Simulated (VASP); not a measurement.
# Al (Fm-3m) in VASP: notebook, part 2 of 2

VASP 6.6.1. Earlier steps stand in the parts before.

## 3. Relaxation of cell and atoms, PBE

Contents of INCAR:

```
PREC = Accurate
ENCUT = 600
EDIFF = 1E-6
ISMEAR = 1
SIGMA = 0.1
LREAL = False
LASPH = True
NELM = 120
ALGO = Normal
ISIF = 3
LWAVE = False
LCHARG = False
GGA = PE
IBRION = 2
NSW = 80
EDIFFG = -0.005
KPAR = 2
```

Contents of KPOINTS:

```
regular mesh
0
Gamma
  18 18 18
```

Contents of POSCAR:

```
Al                                      
1.0
    0.0000000000      2.0207798128      2.0207798128
    2.0207798128     -0.0000000000      2.0207798128
    2.0207798128      2.0207798128     -0.0000000000
  Al            
     1
Direct
     1.0000000000000000    0.0000000000000000    0.0000000000000000
```

Potentials or basis: VASP PAW PBE potentials, release 64 (Al).

The run is started by

```sh
$ cat potpaw_PBE.64/Al/POTCAR > POTCAR
$ mpirun -np 2 vasp_std > vasp.out
```

OUTCAR:

```text
PREC = Accurate
   ENCUT = 600
   EDIFF = 1E-6
   ISMEAR = 1
   LREAL = False
   LASPH = True
   NELM = 120
   ISIF = 3
   GGA = PE
   IBRION = 2
   NSW = 80
   EDIFFG = -0.005

 ion  position               nearest neighbor table
   1  0.000  0.000  0.000-

  LATTYP: Found a face centered cubic cell.
 ALAT       =     4.0415596256

  Lattice vectors:

 A1 = (   0.0000000000,   2.0207798128,   2.0207798128)
 A2 = (   2.0207798128,   0.0000000000,   2.0207798128)
 A3 = (   2.0207798128,   2.0207798128,   0.0000000000)

Analysis of symmetry for initial positions (statically):
=====================================================================
 Subroutine PRICEL returns:
 Original cell was already a primitive cell.

 Routine SETGRP: Setting up the symmetry group for a
 face centered cubic supercell.

 Subroutine GETGRP returns: Found 48 space group operations
 (whereof 48 operations were pure point group operations)
 out of a pool of 48 trial point group operations.

The static configuration has the point symmetry O_h .

Analysis of symmetry for dynamics (positions and initial velocities):
=====================================================================
 Subroutine PRICEL returns:
 Original cell was already a primitive cell.

 Routine SETGRP: Setting up the symmetry group for a
 face centered cubic supercell.

 Subroutine GETGRP returns: Found 48 space group operations
 (whereof 48 operations were pure point group operations)
 out of a pool of 48 trial point group operations.

The dynamic configuration has the point symmetry O_h .

 Subroutine INISYM returns: Found 48 space group operations
 (whereof 48 operations are pure point group operations),
 and found     1 'primitive' translations

[... 104 lines left out ...]
   NUPDOWN=      -1.0000    fix difference up-down
   EMIN   =  10.00;   EMAX   =-10.00  energy-range for DOS
   EFERMI =   0.00;   METHOD = LEGACY
   ISMEAR =     1;   SIGMA  =   0.10  broadening in eV -4-tet -1-fermi 0-gaus
   EFERMI_NEDOS =   21; number of points for ismear=-14 and -15
   IALGO  =     38    algorithm
   IMIX   =      4    mixing-type and parameters
     AMIX     =   0.40;   BMIX     =  1.00
     AMIX_MAG =   1.60;   BMIX_MAG =  1.00
  volume/ion in A,a.u.               =      16.50       111.37
  Fermi-wavevector in a.u.,A,eV,Ry     =   0.927370  1.752475 11.701210  0.860015
  Thomas-Fermi vector in A             =   2.053432
   LORBIT       =      0    0 simple, 1 ext, 2 COOP (PROOUT), +10 PAW based schemes
   GGA     = PE    functional components
   LHFCALC =     F    Hartree Fock is set to
   AEXX    =    0.0000 exact exchange contribution
   IVDW    =     0    specifies the selected vdW correction
   LEPSILON=     F    determine dielectric tensor
   LRPA    =     F    only Hartree local field effects (RPA)
 conjugate gradient relaxation of ions
 non-spin polarized calculation
 Methfessel and Paxton  Order N= 1 SIGMA  =   0.10
  energy-cutoff  :      600.00
  volume of cell :       16.50
 maximum number of plane-waves:       568
   NGX = 11   NGY = 11   NGZ = 11

 number of electron       3.0000000 magnetization

 Free energy of the ion-electron system (eV)
  ---------------------------------------------------
  ext. energy  EPLUGINS =         0.00000000
  ---------------------------------------------------
  free energy    TOTEN  =        -3.74314174 eV

  energy without entropy =       -3.74243922  energy(sigma->0) =       -3.74290756

 E-fermi :   7.9898     XC(G=0): -10.1957

 val. band max:        7.9825214927   @ k =  -0.2778   0.2778   0.0556
 cond. band min:       7.9899320514   @ k =  -0.2778   0.5000   0.2222
 fundamental gap:      0.0074105587
 Fermi energy:         7.9898146013

 k-point     1 :       0.0000    0.0000    0.0000
  band No.  band energies     occupation
      1      -3.1352      2.00000
      2      20.6155      0.00000
      3      20.6155      0.00000
      4      20.6155      0.00000
      5      22.1057      0.00000
[... 177 lines left out ...]
 k-point    24 :      -0.2222    0.0556    0.0000
  band No.  band energies     occupation
      1      -1.4942      2.00000
      2      11.8379      0.00000
      3      17.2809      0.00000
      4      20.1320      0.00000
      5      21.8773      0.00000

 [... further k-points ...]
[... 5 lines left out ...]
  --------------------------------------------------------------------------------------
  -------------------------------------------------------------------------------------
  Total       -0.0016196     -0.0016196     -0.0016196      0.0000000      0.0000000      0.0000000
  in kB       -0.1572299     -0.1572299     -0.1572299      0.0000000      0.0000000      0.0000000
  external PRESSURE =      -0.1572299 kB  Pullay stress =       0.0000000 kB

 VOLUME and BASIS-vectors are now :
 -----------------------------------------------------------------------------
  energy-cutoff  :      600.00
  volume of cell :       16.50
      direct lattice vectors                 reciprocal lattice vectors
     0.000000000  2.020779813  2.020779813    -0.247429233  0.247429233  0.247429233
     2.020779813  0.000000000  2.020779813     0.247429233 -0.247429233  0.247429233
     2.020779813  2.020779813  0.000000000     0.247429233  0.247429233 -0.247429233

 POSITION                                       TOTAL-FORCE (eV/Angst)
 -----------------------------------------------------------------------------------
      0.00000      0.00000      0.00000         0.000000      0.000000     -0.000000
 -----------------------------------------------------------------------------------
    total drift:                                0.000000     -0.000000     -0.000000

  FREE ENERGIE OF THE ION-ELECTRON SYSTEM (eV)
  ---------------------------------------------------
  free  energy   TOTEN  =        -3.7431417366 eV

  energy  without entropy=       -3.7424392153  energy(sigma->0) =       -3.74290756

 reached required accuracy - stopping structural energy minimisation
```

Run time: 10 s. Hardware: 2 MPI ranks of Intel Xeon Platinum 8175M at 2.50GHz (Skylake/Cascade Lake), shared host; peak memory 0.13 GiB.

What came out:

```
Free energy             : -3.7431 eV
Pressure after relaxing : 0.0 GPa
Band gap on the k mesh  : none (metal or under the smearing width)
```

Final structure:
```cif
data_structure
_symmetry_space_group_name_H-M 'P 1'
_symmetry_Int_Tables_number 1
_cell_length_a 2.8578
_cell_length_b 2.8578
_cell_length_c 2.8578
_cell_angle_alpha 60.000
_cell_angle_beta 60.000
_cell_angle_gamma 60.000
_cell_volume 16.50
loop_
_atom_site_label
_atom_site_type_symbol
_atom_site_fract_x
_atom_site_fract_y
_atom_site_fract_z
_atom_site_occupancy
Al1 Al 0.00000 0.00000 0.00000 1
```

Caveat: the relaxation stopped at its first step, so nothing moved.
